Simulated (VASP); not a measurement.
Set up this calculation in VASP 6.6.1, as the native input.

- Task: band structure
- Functional: HSE06
- Potentials or basis: VASP PAW PBE potentials, release 64 (S, Mo_sv)
- Cutoff: 520 eV
- k mesh: 6 × 6 × 1
- Occupations: gaussian, width 0.03 eV
- Spin: spin-orbit coupling, no magnetisation
- Grid for exact exchange (PRECFOCK): Fast
- Dipole correction: yes
- Screening parameter: 0.2 1/A
- Further INCAR settings: ALGO = Normal; EDIFF = 1e-06; NBANDS = 41

MoS2, a slab with vacuum:

```
CELL_PARAMETERS angstrom
3.15315 0.00000 0.00000
-1.57657 2.73070 0.00000
0.00000 0.00000 21.13030
ATOMIC_POSITIONS crystal
S 0.33333 0.66667 0.42584
S 0.33333 0.66667 0.57416
Mo 0.66667 0.33333 0.50000
```

One way to write it, as run:

POSCAR

```
MoS2                                    
1.0
    3.1531462914      0.0000000000      0.0000000000
   -1.5765731457      2.7307047857      0.0000000000
    0.0000000000      0.0000000000     21.1302960000
  S               Mo            
     2     1
Direct
     0.3333333300000021    0.6666666699999979    0.4258408315190536
     0.3333333300000021    0.6666666699999979    0.5741591684809464
     0.6666666699999979    0.3333333300000021    0.5000000000000000
```

INCAR.step1

```
  PREC = Accurate
  ENCUT = 520
  EDIFF = 1E-5
  ISMEAR = 0
  SIGMA = 0.03
  LREAL = False
  LASPH = True
  NELM = 80
  ALGO = Normal
  ISIF = 2
  LWAVE = True
  LCHARG = False
  MAGMOM = 0 0 0 0 0 0 0 0 0
  LORBIT = 11
  LSORBIT = True
  GGA_COMPAT = False
  LMAXMIX = 4
  LDIPOL = True
  IDIPOL = 3
  DIPOL = 0.5 0.5 0.500
  NBANDS = 41
  LVHAR = True
  LVACPOTAV = True
  KPAR = 4
  GGA = PE
```

INCAR.step2

```
  PREC = Accurate
  ENCUT = 520
  EDIFF = 1E-6
  ISMEAR = 0
  SIGMA = 0.03
  LREAL = False
  LASPH = True
  NELM = 80
  ALGO = Normal
  ISIF = 2
  LWAVE = False
  LCHARG = False
  MAGMOM = 0 0 0 0 0 0 0 0 0
  LORBIT = 11
  LSORBIT = True
  GGA_COMPAT = False
  LMAXMIX = 4
  LDIPOL = True
  IDIPOL = 3
  DIPOL = 0.5 0.5 0.500
  GGA = PE
  LHFCALC = True
  HFSCREEN = 0.2
  PRECFOCK = Fast
  NBANDS = 41
  LVHAR = True
  LVACPOTAV = True
  KPAR = 4
  ISTART = 1
```

KPOINTS

```
regular mesh
0
Gamma
  6 6 1
```

KPOINTS_OPT

```
explicit points
3
Reciprocal
 0.0000000000  0.0000000000  0.0000000000 1
 0.5000000000  0.0000000000  0.0000000000 1
 0.3333333300  0.3333333300  0.0000000000 1
```

Potentials or basis: VASP PAW PBE potentials, release 64 (S, Mo_sv).

Command:

```console
$ cat potpaw_PBE.64/S/POTCAR potpaw_PBE.64/Mo_sv/POTCAR > POTCAR
$ cp INCAR.step1 INCAR
$ mpirun -np 4 vasp_ncl > vasp.out
$ cp INCAR.step2 INCAR
$ mpirun -np 4 vasp_ncl > vasp.out
```

Results of the run:

| Item | Value |
| --- | --- |
| Largest force | 0.444 eV/Å |
| Valence electrons inside the program's atomic spheres | S 3.71; Mo 12.43 |
| Work function of the upper face | 6.03 eV |
| Work function of the lower face | 6.03 eV |

Caveat: the k mesh is coarse (spacing up to 0.38 Å⁻¹), so the values aren't converged, least of all with exact exchange; the PAW data sets were made with another functional, which shifts forces and pressure a little.

Wall time 65 min on 4 MPI ranks on Intel(R) Xeon(R) Platinum 8175M CPU @ 2.50GHz (Skylake/Cascade Lake), on a shared host, peak memory 0.99 GiB a rank.
